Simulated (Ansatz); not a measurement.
# Cobalt, dhcp under BLYP: structure, energy and stiffness, part 2 of 3

What does BLYP give for cobalt in the dhcp structure? We relax it, solve it on a dense k-mesh, then scale the cell to 7 volumes from 88 to 112 % of the relaxed one and try a fit of the equation of state. The start is ferromagnetic. The k-meshes are 14×14×4 for the relaxation; 19×19×5 for the dense run; 16×16×5 for the volumes.

Ansatz 0.2.0; DFT, BLYP, plane waves (420 eV) with PAW, scalar-relativistic. The steps go on from the part before.

### Step 4. At 88 % of the relaxed volume

Input file input.yaml:

```yaml
crystal:
  lattice:
    - [2.4279120475, 0.0, 0.0]
    - [-1.2139560238, 2.1026335113, 0.0]
    - [0.0, 0.0, 7.8518115386]
  atoms:
    - { symbol: Co, position: [0.0, 1.0, 1.0], spin: 1.703 }
    - { symbol: Co, position: [0.0, 0.0, 0.5], spin: 1.703 }
    - { symbol: Co, position: [0.3333333333, 0.6666666667, 0.25], spin: 1.72 }
    - { symbol: Co, position: [0.6666666667, 0.3333333333, 0.75], spin: 1.72 }
hamiltonian:
  xc: blyp
  pseudopotentials:
    kind: paw
    azcp:
      Co: "pseudopotentials/Co.paw.azcp"
basis:
  ecutwfc: 420
  fft_grid_basis: typed
kpoints:
  mp_grid: { grid: [16, 16, 5], shift: [0, 0, 0] }
magnetization:
  spin_polarized: true
scf:
  occupations: { method: fermi_dirac, width: 0.05 }
  lower_state_search: "off"
output:
  stress: true
  write_density: true
  write_potential: true
  elf: true
  volumetric_format: npy
```

The log of the run:

```text
Warning: RAYON_NUM_THREADS=2 ignored (pool sized by the plan → 2); use --threads N
Engine: ansatz 0.2.0, aarch64-unknown-linux-gnu
Pseudopotentials: kind: paw
Pseudopotential: Co, paw, valence charge 17, recommended cutoff 420 eV (normal), <dir>
Functional definition: BLYP
  parameter beta = 0.0042
  parameter a = 0.04918
  parameter b = 0.132
  parameter c = 0.2533
  parameter d = 0.349
  exchange = b88_x(beta = beta)
  correlation = lyp_c(a = a, b = b, c = c, d = d)
Crystal: 4 atoms, lattice volume = 40.084 Å³
Basis set: ecut = 420 eV, 753 PW (Γ), exchange–correlation on 36×36×108 points (8 copies of the dense FFT grid, shifted against one another)
Bands: 45, of which v1, the nominal top of the filled ones, is band 34 counted from 1 (33 counted from 0)
Symmetry: 24 space group operations
Space group: P63/mmc (ITA 194), of the structure as read, at distance tolerance 3.4e-5 Å
Magnetic group: BNS 194.263 (UNI 1493), of the structure as read, at distance tolerance 3.4e-5 Å
k-points: 90 of 1280
Non-local potential: Co, projectors of the file, l = 0: 3, l = 1: 2, l = 2: 3, l = 3: 1
PAW form: soft (Blöchl's): semilocal exchange-correlation on the pseudo side does not see the compensation charge
PAW frozen core: Co, regenerated for the run's functional, and the local potential with it (the file was generated under x = pbe(κ = 0.804, μ = 0.2195149727645171), c = pbe(β = 0.06672455060314922))
PAW one-centre angular grid: Co, 590 points (default); XC on 64 Gauss nodes
Initial density: superposition of atomic densities (chi_scale 0.1, normalization cell)
Starting moments: Σ|m| = 6.846 μB on 4 of 4 sites
Initial wavefunctions: pseudopotential atomic-orbital guess
Functional: x = b88, c = lyp
iter 1 solved again at ethr=1.71e-4 eV; its pass at ethr=3.10e-3 eV (dr2=1.16e-1 eV) is discarded
SCF iter   1: F=—  HF=-20536.290767 eV  |F-HF|=—  |Δ(HF+E_count)|=         —  Δρ=4.06e-2 (↑2.17e-2 ↓4.06e-2)  dr2=1.19e-1  dr2_m=3.33e-1  M=6.134 μB ∫|m|=6.272 μB  β_m=0.30  ethr=1.71e-4  ⟨swp⟩=1.8  Hψ=36612  notcnv=0
preconditioner: auto → none  [metal: Δε(μ)=0.002 eV  Ē_g=9.356 eV  σ=0.050 eV  W_gap=0.01  n_scr=6 (ndim 8)  ℏωp=35.2 eV  f_vac=0.000  D(μ)=3.91/eV (n_scr^D=52)  sad-step TF]
SCF iter   2: F=—  HF=-20536.395105 eV  |F-HF|=—  |Δ(HF+E_count)|=   1.04e-1  Δρ=2.82e-2 (↑1.98e-2 ↓2.82e-2)  dr2=4.21e-2  dr2_m=2.02e-1  M=6.133 μB ∫|m|=6.341 μB  β_m=0.30  ethr=1.71e-4  ⟨swp⟩=2.0  Hψ=11574  notcnv=0
SCF iter   3: F=—  HF=-20536.492476 eV  |F-HF|=—  |Δ(HF+E_count)|=   9.74e-2  Δρ=4.26e-2 (↑2.18e-2 ↓4.26e-2)  dr2=9.45e-1  dr2_m=1.90e-1  M=6.142 μB ∫|m|=6.404 μB  β_m=0.30  ethr=6.19e-5  ⟨swp⟩=2.1  Hψ=14738  notcnv=0  defer=1
SCF iter   4: F=—  HF=-20536.498330 eV  |F-HF|=—  |Δ(HF+E_count)|=   5.85e-3  Δρ=1.59e-2 (↑1.46e-2 ↓1.59e-2)  dr2=1.10e-2  dr2_m=8.23e-2  M=6.139 μB ∫|m|=6.449 μB  β_m=0.30  ethr=6.19e-5  ⟨swp⟩=2.2  Hψ=13131  notcnv=0  defer=134
SCF iter   5: F=—  HF=-20536.530377 eV  |F-HF|=—  |Δ(HF+E_count)|=   3.20e-2  Δρ=1.32e-2 (↑1.32e-2 ↓1.20e-2)  dr2=2.19e-2  dr2_m=5.28e-2  M=6.141 μB ∫|m|=6.486 μB  β_m=0.30  ethr=1.62e-5  ⟨swp⟩=2.0  Hψ=16153  notcnv=0  defer=263
SCF iter   6: F=—  HF=-20536.542163 eV  |F-HF|=—  |Δ(HF+E_count)|=   1.18e-2  Δρ=1.00e-2 (↑1.00e-2 ↓8.85e-3)  dr2=1.28e-3  dr2_m=3.25e-2  M=6.148 μB ∫|m|=6.523 μB  β_m=1.00  ethr=1.62e-5  ⟨swp⟩=1.1  Hψ=7960  notcnv=0  defer=263
SCF iter   7: F=—  HF=-20536.545962 eV  |F-HF|=—  |Δ(HF+E_count)|=   3.80e-3  Δρ=2.53e-3 (↑2.49e-3 ↓2.53e-3)  dr2=2.09e-4  dr2_m=2.25e-3  M=6.145 μB ∫|m|=6.590 μB  β_m=1.00  ethr=1.89e-6  ⟨swp⟩=2.1  Hψ=15573  notcnv=0  defer=287
SCF iter   8: F=—  HF=-20536.550531 eV  |F-HF|=—  |Δ(HF+E_count)|=   4.57e-3  Δρ=1.15e-3 (↑7.57e-4 ↓1.15e-3)  dr2=3.92e-5  dr2_m=3.24e-4  M=6.152 μB ∫|m|=6.615 μB  β_m=0.30  ethr=3.08e-7  ⟨swp⟩=2.0  Hψ=12655  notcnv=0  defer=287
Mixer restart at iter 8: flushing history
spin-set hold released at iteration 8 (site moments contracting): the magnetisation degrees of freedom join the quasi-Newton model from the next iteration; the mixer history was flushed
SCF iter   9: F=—  HF=-20536.555581 eV  |F-HF|=—  |Δ(HF+E_count)|=   5.05e-3  Δρ=1.44e-3 (↑1.00e-3 ↓1.44e-3)  dr2=4.56e-4  dr2_m=4.45e-4  M=6.159 μB ∫|m|=6.626 μB  β_m=0.65  ethr=5.77e-8  ⟨swp⟩=2.0  Hψ=13858  notcnv=0  defer=287
SCF iter  10: F=—  HF=-20536.603465 eV  |F-HF|=—  |Δ(HF+E_count)|=   4.79e-2  Δρ=4.18e-2 (↑1.27e-2 ↓4.18e-2)  dr2=1.11e0  dr2_m=7.92e-2  M=6.184 μB ∫|m|=6.663 μB  β_m=0.30  ethr=5.77e-8  ⟨swp⟩=3.7  Hψ=22832  notcnv=0  defer=287  recentre
SCF iter  11: F=—  HF=-20536.561029 eV  |F-HF|=—  |Δ(HF+E_count)|=   4.24e-2  Δρ=1.73e-3 (↑1.02e-3 ↓1.73e-3)  dr2=8.38e-4  dr2_m=5.36e-4  M=6.179 μB ∫|m|=6.659 μB  β_m=0.54  ethr=5.77e-8  ⟨swp⟩=3.7  Hψ=23367  notcnv=0  defer=369
SCF iter  12: F=—  HF=-20536.561124 eV  |F-HF|=—  |Δ(HF+E_count)|=   9.47e-5  Δρ=6.54e-4 (↑6.54e-4 ↓5.21e-4)  dr2=2.48e-4  dr2_m=3.92e-5  M=6.186 μB ∫|m|=6.672 μB  β_m=0.46  ethr=5.77e-8  ⟨swp⟩=2.1  Hψ=14020  notcnv=0  defer=399
SCF iter  13: F=—  HF=-20536.561132 eV  |F-HF|=—  |Δ(HF+E_count)|=   8.15e-6  Δρ=5.53e-4 (↑3.04e-4 ↓5.53e-4)  dr2=1.61e-4  dr2_m=8.29e-6  M=6.187 μB ∫|m|=6.673 μB  β_m=0.36  ethr=5.77e-8  ⟨swp⟩=2.2  Hψ=14020  notcnv=0  defer=401
SCF iter  14: F=—  HF=-20536.561102 eV  |F-HF|=—  |Δ(HF+E_count)|=   3.00e-5  Δρ=9.67e-5 (↑2.71e-5 ↓9.67e-5)  dr2=3.13e-6  dr2_m=1.09e-6  M=6.187 μB ∫|m|=6.674 μB  β_m=0.68  ethr=5.77e-8  ⟨swp⟩=2.0  Hψ=13102  notcnv=0  defer=401
SCF iter  15: F=—  HF=-20536.561102 eV  |F-HF|=—  |Δ(HF+E_count)|=   4.80e-7  Δρ=5.75e-5 (↑7.92e-6 ↓5.75e-5)  dr2=1.60e-6  dr2_m=2.38e-7  M=6.187 μB ∫|m|=6.673 μB  β_m=0.84  ethr=4.61e-9  ⟨swp⟩=1.0  Hψ=7606  notcnv=0  defer=401
SCF iter  16: F=—  HF=-20536.561102 eV  |F-HF|=—  |Δ(HF+E_count)|=   3.11e-8  Δρ=3.46e-5 (↑6.81e-6 ↓3.46e-5)  dr2=6.20e-7  dr2_m=7.21e-8  M=6.187 μB ∫|m|=6.673 μB  β_m=0.92  ethr=2.35e-9  ⟨swp⟩=1.0  Hψ=7606  notcnv=0  defer=401
SCF iter  17: F=-20536.561102 eV  HF=-20536.561102 eV  |F-HF|=3.60e-9  |Δ(HF+E_count)|=   2.14e-8  Δρ=2.43e-6 (↑1.13e-6 ↓2.43e-6)  dr2=4.23e-9  dr2_m=8.82e-10  M=6.187 μB ∫|m|=6.673 μB  ethr=1.47e-10  ⟨swp⟩=10.1  Hψ=53168  notcnv=0
SCF 1 converged in 17 iterations: F = -20536.561102 eV  dr2 = 4.23e-9
SCF converged after 17 iterations
Magnetization: 6.1868 μB (37.0934 up, 30.9066 down)
Absolute magnetization: 6.6763 μB (∫|ρ↑−ρ↓|, with the PAW one-centre terms)
Spin contamination: 0.0823 ħ² per cell (⟨S²⟩ above its minimum at these occupations)
Per-site moments (μB) at R_I (Å): [(1.5925737778042761, 0.9949806973846067), (1.5925737778042761, 0.9949806973846067), (1.6138963380514468, 0.9949806973846067), (1.6138963380514475, 0.9949806973846067)]
Free energy (F): -20536.561102 eV
Harris-Foulkes:  -20536.561102 eV  (|F-HF|=3.60e-9)
Internal energy: -20536.531704 eV  (E = F + TS)
E sigma→0 (E₀):  -20536.546403 eV
Entropy (-TS):   -0.029398 eV (-7.350 meV/atom)
Fermi energy:    21.038699 eV
--- Per-component energies (eV) ---
  E_band       = -821.011632
  E_kinetic    = 1828.141623
  E_local      = -10892.750207  (includes V_loc(G=0)·N_el)
  E_nonlocal   = 1817.532592
  E_hartree    = 4602.594046
  E_xc         = -633.254042
  E_vxc        = -814.806124  (∫ρ·V_xc dr)
  E_paw        = -6108.989340  (= ΣΔE_a)
  E_vpaw       = -1964.319726  (= ΣTr[D̂ρ^β])
  E_aug_tail   = 0.000278  (compensation charges beyond the density's cutoff)
  E_ewald      = -11149.835016
  E_core_change = 0.028361  (= ΣΔE_core)
  E_smearing   = -0.029398  (= −TS)
  E_closure    = -0.000000  (closes the sum)
  Σ components = -20536.561102   (vs F -20536.561102, Δ=0.00e0)
--- Stress (GPa, compression-positive) ---
       31.655893       0.000000       0.000000
        0.000000      31.655893       0.000000
        0.000000       0.000000      32.839853
  P = ⅓ Tr σ = 32.0505 GPa (320.505 kbar)
--- Band table (eV; the first three rows and the last of 180) ---
  k-point 0 ↑: bands = ["-74.8884", "-74.8617", "-74.8243", "-74.7975", "-38.4388", "-38.2533", "-38.1807", "-38.0525", "-38.0525", "-38.0283", "-38.0283", "-38.0113", "-38.0113", "-37.9912", "-37.9871", "-37.9871", "11.6720", "14.0204", "14.0364", "15.4951", "17.9243", "17.9603", "18.1394", "18.1394", "18.1777", "18.1777", "18.2924", "18.4781", "18.4781", "18.5600", "18.5600", "19.2364", "19.2364", "19.6086", "19.6086", "19.9762", "19.9762", "20.4348", "20.4348", "21.0215", "28.1081", "36.9759", "36.9856", "43.5228", "44.1382"]
  k-point 1 ↑: bands = ["-74.8865", "-74.8656", "-74.8203", "-74.7993", "-38.4284", "-38.2941", "-38.1395", "-38.0510", "-38.0510", "-38.0328", "-38.0328", "-38.0068", "-38.0068", "-38.0020", "-37.9885", "-37.9885", "11.7799", "13.2779", "14.7232", "15.4808", "17.9501", "18.1608", "18.1608", "18.1631", "18.2017", "18.2017", "18.2606", "18.4409", "18.4409", "18.5191", "18.5191", "19.2821", "19.2821", "19.5768", "19.5768", "20.0317", "20.0317", "20.3982", "20.3982", "20.5946", "28.7303", "34.5589", "39.4739", "43.5865", "44.0849"]
  k-point 2 ↑: bands = ["-74.8813", "-74.8737", "-74.8123", "-74.8046", "-38.3980", "-38.3511", "-38.0815", "-38.0467", "-38.0467", "-38.0402", "-38.0402", "-38.0334", "-37.9994", "-37.9994", "-37.9928", "-37.9928", "12.0984", "12.6100", "15.1939", "15.4101", "18.0546", "18.1731", "18.2163", "18.2163", "18.2488", "18.2488", "18.3802", "18.3802", "18.4279", "18.4279", "18.7523", "19.3856", "19.3856", "19.4949", "19.4949", "19.6664", "20.1597", "20.1597", "20.2974", "20.2974", "30.2685", "32.2852", "41.9349", "43.7591", "43.8595"]
  k-point 89 ↓: bands = ["-72.8191", "-72.8188", "-72.8079", "-72.8076", "-36.4321", "-36.4267", "-36.4159", "-36.3912", "-36.3477", "-36.3393", "-36.3161", "-36.3040", "-36.2036", "-36.1933", "-36.1806", "-36.1642", "17.7428", "17.7438", "17.8351", "17.8399", "18.0789", "18.1056", "18.1683", "18.2089", "19.1393", "19.2230", "19.2433", "19.3371", "20.6476", "20.6702", "21.2799", "21.3222", "21.9792", "22.0691", "22.2056", "22.2061", "26.3917", "26.6513", "28.0847", "28.0851", "28.5846", "28.9918", "31.0502", "31.3678", "33.1613"]
```

It took 20 s on 2 threads of Arm Neoverse V1, shared host; peak memory 0.48 GiB.

Density in a lattice plane of the grid's cell (edges 2.43 and 7.85 Å, at 0.000 of the third edge), which holds Co. It is the smooth density of the valence electrons, not physical close to the nuclei.

Ten even steps from '0' (0.29 e/Å³) to '9' (57.09 e/Å³):
```
21000001
00000000
00000000
00000000
00000000
00000000
00000000
00000000
21000001
94000004
21000001
00000000
00000000
00000000
00000000
00000000
00000000
00000000
21000001
94000004
```
Columns run along the first of these edges and rows up along the second, over one cell in 8 and 20 even steps from the bottom left corner. Atoms in the plane (fractional): Co at (1.00, 0.00), Co at (0.00, 0.50).

Spin density (up less down) in a lattice plane of the grid's cell (edges 2.43 and 7.85 Å, at 0.000 of the third edge), which holds Co.

Ten even steps from ' ' (-0.03 e/Å³) to '@' (7.20 e/Å³):
```
::..          ..
                
                
                
                
                
                
                
::..          ..
@@==          ==
::..          ..
                
                
                
                
                
                
                
::..          ..
@@==          ==
```
Columns run along the first of these edges and rows up along the second, over one cell in 8 and 20 even steps from the bottom left corner. Atoms in the plane (fractional): Co at (1.00, 0.00), Co at (0.00, 0.50).

### Step 5. At 92 % of the relaxed volume

Changes to input.yaml since step 4:

```diff
@@ -2,5 +2,5 @@
   lattice:
-    - [2.4279120475, 0.0, 0.0]
-    - [-1.2139560238, 2.1026335113, 0.0]
-    - [0.0, 0.0, 7.8518115386]
+    - [2.4641548841, 0.0, 0.0]
+    - [-1.2320774421, 2.1340207285, 0.0]
+    - [0.0, 0.0, 7.9690200356]
   atoms:
```

The log of the run (excerpt; [...] marks lines left out):

```text
Warning: RAYON_NUM_THREADS=2 ignored (pool sized by the plan → 2); use --threads N
[...]
Pseudopotentials: kind: paw
Pseudopotential: Co, paw, valence charge 17, recommended cutoff 420 eV (normal), <dir>
Functional definition: BLYP
[...]
Crystal: 4 atoms, lattice volume = 41.906 Å³
Basis set: ecut = 420 eV, 789 PW (Γ), exchange–correlation on 36×36×108 points (8 copies of the dense FFT grid, shifted against one another)
[...]
Free energy (F): -20536.846092 eV
[...]
E sigma→0 (E₀):  -20536.830961 eV
Entropy (-TS):   -0.030261 eV (-7.565 meV/atom)
Fermi energy:    19.985477 eV
[...]
--- Stress (GPa, compression-positive) ---
       18.179207      -0.000000       0.000000
       -0.000000      18.179207       0.000000
        0.000000       0.000000      19.405371
  P = ⅓ Tr σ = 18.5879 GPa (185.879 kbar)
--- Band table (eV; the first three rows and the last of 180) ---
[...]
```

It took 25 s on 2 threads of Arm Neoverse V1, shared host; peak memory 0.49 GiB.

### Step 6. At 96 % of the relaxed volume

Changes to input.yaml since step 5:

```diff
@@ -2,5 +2,5 @@
   lattice:
-    - [2.4641548841, 0.0, 0.0]
-    - [-1.2320774421, 2.1340207285, 0.0]
-    - [0.0, 0.0, 7.9690200356]
+    - [2.4993618534, 0.0, 0.0]
+    - [-1.2496809267, 2.1645108582, 0.0]
+    - [0.0, 0.0, 8.0828785619]
   atoms:
@@ -28,5 +28 @@
   stress: true
-  write_density: true
-  write_potential: true
-  elf: true
-  volumetric_format: npy
```

The log of the run (excerpt; [...] marks lines left out):

```text
Warning: RAYON_NUM_THREADS=2 ignored (pool sized by the plan → 2); use --threads N
[...]
Pseudopotentials: kind: paw
Pseudopotential: Co, paw, valence charge 17, recommended cutoff 420 eV (normal), <dir>
Functional definition: BLYP
[...]
Crystal: 4 atoms, lattice volume = 43.728 Å³
Basis set: ecut = 420 eV, 849 PW (Γ), exchange–correlation on 36×36×120 points (8 copies of the dense FFT grid, shifted against one another)
[...]
Per-site moments (μB) at R_I (Å): [(1.6517730758100118, 1.0242614852502705), (1.651773075810012, 1.0242614852502705), (1.6715378450579512, 1.0242614852502705), (1.6715378450579512, 1.0242614852502705)]
Free energy (F): -20536.994454 eV
[...]
E sigma→0 (E₀):  -20536.978295 eV
Entropy (-TS):   -0.032317 eV (-8.079 meV/atom)
Fermi energy:    19.018949 eV
[...]
--- Stress (GPa, compression-positive) ---
        7.636477       0.000000       0.000000
        0.000000       7.636477       0.000000
        0.000000       0.000000       8.583122
  P = ⅓ Tr σ = 7.9520 GPa (79.520 kbar)
```

Run time: 18 s. Hardware: 2 threads of Arm Neoverse V1, shared host; peak memory 0.49 GiB.

(Continued in part 3 of 3.)
